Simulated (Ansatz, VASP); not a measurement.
## Li2S: VASP beside Ansatz

Contents of INCAR:

```
SYSTEM = Li2S
PREC = Accurate ; ENCUT = 520
EDIFF = 1E-7 ; ISMEAR = -1
SIGMA = 0.05 ; LREAL = .FALSE.
LASPH = .TRUE. ; NELM = 80
ALGO = Normal ; ISIF = 2
LWAVE = .FALSE. ; LCHARG = .FALSE.
GGA = PE ; NBANDS = 13
```

KPOINTS

```
regular mesh
0
G
  8 8 8
  0 0 0
```

File POSCAR:

```
Li2S
1.0
    0.0000000000      2.7864326862      2.7864326862
    2.7864326862      0.0000000000      2.7864326862
    2.7864326862      2.7864326862      0.0000000000
S Li
1 2
Direct
    0.0000000000      0.0000000000      0.0000000000
    0.7500000000      0.7500000000      0.7500000000
    0.2500000000      0.2500000000      0.2500000000
```

The input input.yaml:

```yaml
crystal:
  lattice:
    - [0.0, 2.7864326862, 2.7864326862]
    - [2.7864326862, 0.0, 2.7864326862]
    - [2.7864326862, 2.7864326862, 0.0]
  atoms:
    - { symbol: S, position: [0.0, 0.0, 0.0] }
    - { symbol: Li, position: [0.75, 0.75, 0.75] }
    - { symbol: Li, position: [0.25, 0.25, 0.25] }
hamiltonian:
  xc: pbe
  pseudopotentials: { kind: paw }
kpoints:
  mp_grid: { grid: [8, 8, 8] }
scf:
  occupations: { method: fermi_dirac, width: 0.05 }
output:
  forces: true
  stress: true
  eigenvalues: true
```

Change from the starting cell: volume scaled by 0.94.

Alike in both runs: task single point; functional PBE; k mesh 8 × 8 × 8; occupations fermi-dirac, width 0.05 eV; no spin polarisation.

|  | VASP | Ansatz |
| --- | --- | --- |
| version | VASP 6.6.1 | Ansatz 0.2.0 |
| potentials or method | VASP PAW PBE potentials, release 64 (S, Li_sv) | Ansatz PAW |
| plane-wave cutoff (eV) | 520 | 420 |
| valence electrons in the cell | 12 | 12 |

Ansatz gave:

| Property | Result |
| --- | --- |
| gap on the k mesh at the Fermi level (eV) | 3.34 |
| least direct gap on the mesh (eV) | 4.62 |

Which values does VASP return?

gap on the k mesh at the Fermi level (eV): 3.34; least direct gap on the mesh (eV): 4.63.

 A k mesh can miss the band edges.
